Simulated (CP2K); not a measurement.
**Sb under changes of volume**

One of the cells (31.554 Å³/atom); the others are scaled copies at fixed shape and fractional positions:

```xyz
1
Lattice="3.1600 0.0000 0.0000 0.0000 3.1600 0.0000 0.0000 0.0000 3.1600" Properties=species:S:1:pos:R:3 pbc="T T T"
Sb    0.0000    0.0000    0.0000
```

This isn't the form of Sb at room conditions, which is rhombohedral.

```yaml
Program: CP2K 2026.2
Functional: PBEsol
Potentials_or_basis: POTENTIAL_UZH Sb GTH-PBE-q5; TZVP-MOLOPT-PBE-GTH basis
Density_cutoff: 6123 eV
k_mesh: 8 × 8 × 8
Occupations: fermi-dirac, width 0.05 eV
Spin: no spin polarisation
```

```csv
volume (Å³/atom),energy over the lowest point (meV/atom),pressure (GPa)
29.661,1.18,1.0
30.292,0.00,-0.4
30.923,3.70,-1.5
31.554,11.75,-2.5
32.186,23.65,-3.5
32.817,38.97,-4.3
33.448,?,?
```

What does the run at 33.448 Å³/atom give?

Energy over the lowest point 57.31 meV/atom; pressure -5.0 GPa.

Worked out: A Birch-Murnaghan fit of order 3 (a polynomial in V^(-2/3)) to the other rows has its minimum at 30.12 Å³/atom with B0 = V·E''(V) = 61 GPa and B' = 4.7. It gives 57.32 meV/atom at 33.448 Å³/atom, against the run's 57.31, and -dE/dV = -5.0 GPa, against -5.0.

Energies are extrapolated to zero smearing.

Caveats: the potentials were made for another functional, which shifts forces and pressure; the basis of atomic orbitals isn't converged, which shifts pressures, moduli and gaps.
